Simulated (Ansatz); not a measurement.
# CdSe (F-43m) at 2 levels of theory

One geometry, relaxed with PBE; plane waves with PAW potentials in Ansatz, scalar-relativistic. No spin polarisation. Gaps are the least over mesh and band path; pressure is positive in compression.

```xyz
2
Lattice="0.0000 3.0984 3.0984 3.0984 0.0000 3.0984 3.0984 3.0984 0.0000" Properties=species:S:1:pos:R:3 pbc="T T T"
Cd    0.0000    0.0000    0.0000
Se    1.5492    1.5492    1.5492
```

```
level  cutoff (eV)    k mesh  gap (eV)  pressure (GPa)
  PBE          420  10×10×10      0.49             0.0
```

Q: What comes out on the same cell with r2SCAN?

A:
```
 level  cutoff (eV)    k mesh  gap (eV)  pressure (GPa)
r2SCAN          500  10×10×10      0.97            -1.5
```

It was relaxed from a Materials Project cell.
